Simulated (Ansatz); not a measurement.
Theory: DFT PBE, scalar-relativistic, plane waves, PAW (Ansatz). Several structures of MgS were relaxed, and the powder pattern of one of them was computed from 10° to 70° in 2θ (λ = 1.5406 Å; lines under 1 % are left out).

Cu Kα1 powder pattern (kinematic, no thermal factors).
| 2θ (°) | relative intensity |
| --- | --- |
| 14.62 | 100 |
| 20.73 | 26 |
| 28.83 | 6 |
| 33.06 | 57 |
| 34.11 | 41 |
| 37.29 | 16 |
| 40.26 | 8 |
| 42.19 | 31 |
| 44.88 | 27 |
| 47.02 | 2 |
| 47.46 | 3 |
| 48.24 | 36 |
| 55.33 | 26 |
| 57.55 | 25 |
| 59.73 | 3 |
| 61.19 | 7 |
| 65.35 | 6 |

**Question.** Which structure gives it?
A.

```cif
data_structure
_symmetry_space_group_name_H-M 'Cmmm'
_symmetry_Int_Tables_number 65
_cell_length_a 3.5404
_cell_length_b 7.9432
_cell_length_c 3.4795
_cell_angle_alpha 90.000
_cell_angle_beta 90.000
_cell_angle_gamma 90.000
_cell_volume 97.85
loop_
_atom_site_label
_atom_site_type_symbol
_atom_site_symmetry_multiplicity
_atom_site_Wyckoff_symbol
_atom_site_fract_x
_atom_site_fract_y
_atom_site_fract_z
_atom_site_occupancy
Mg1 Mg 2 c 0.50000 0.00000 0.50000 1
S1 S 2 a 0.00000 0.00000 0.00000 1
```

B.

```cif
data_structure
_symmetry_space_group_name_H-M 'I4/mcm'
_symmetry_Int_Tables_number 140
_cell_length_a 8.5608
_cell_length_b 8.5608
_cell_length_c 5.2526
_cell_angle_alpha 90.000
_cell_angle_beta 90.000
_cell_angle_gamma 90.000
_cell_volume 384.95
loop_
_atom_site_label
_atom_site_type_symbol
_atom_site_symmetry_multiplicity
_atom_site_Wyckoff_symbol
_atom_site_fract_x
_atom_site_fract_y
_atom_site_fract_z
_atom_site_occupancy
Mg1 Mg 8 h 0.14320 0.64320 0.00000 1
S1 S 8 h 0.15133 0.34867 0.00000 1
```

C.

```cif
data_structure
_symmetry_space_group_name_H-M 'Pm-3m'
_symmetry_Int_Tables_number 221
_cell_length_a 3.2758
_cell_length_b 3.2758
_cell_length_c 3.2758
_cell_angle_alpha 90.000
_cell_angle_beta 90.000
_cell_angle_gamma 90.000
_cell_volume 35.15
loop_
_atom_site_label
_atom_site_type_symbol
_atom_site_symmetry_multiplicity
_atom_site_Wyckoff_symbol
_atom_site_fract_x
_atom_site_fract_y
_atom_site_fract_z
_atom_site_occupancy
Mg1 Mg 1 b 0.50000 0.50000 0.50000 1
S1 S 1 a 0.00000 0.00000 0.00000 1
```

D.

```cif
data_structure
_symmetry_space_group_name_H-M 'Pm-3n'
_symmetry_Int_Tables_number 223
_cell_length_a 6.9852
_cell_length_b 6.9852
_cell_length_c 6.9852
_cell_angle_alpha 90.000
_cell_angle_beta 90.000
_cell_angle_gamma 90.000
_cell_volume 340.82
loop_
_atom_site_label
_atom_site_type_symbol
_atom_site_symmetry_multiplicity
_atom_site_Wyckoff_symbol
_atom_site_fract_x
_atom_site_fract_y
_atom_site_fract_z
_atom_site_occupancy
Mg1 Mg 6 d 0.50000 0.00000 0.75000 1
S1 S 6 c 0.00000 0.50000 0.75000 1
```

**Answer.** B. Its strongest line, at 2θ = 14.62°, has d = λ/(2 sin θ) = 6.054 Å and is the (1 1 0) reflection of the conventional I4/mcm cell with a = 8.561 Å, c = 5.253 Å. The others have their strongest lines at 22.4° (A); 38.8° (C); 17.9° (D).

The cells needn't be stable.
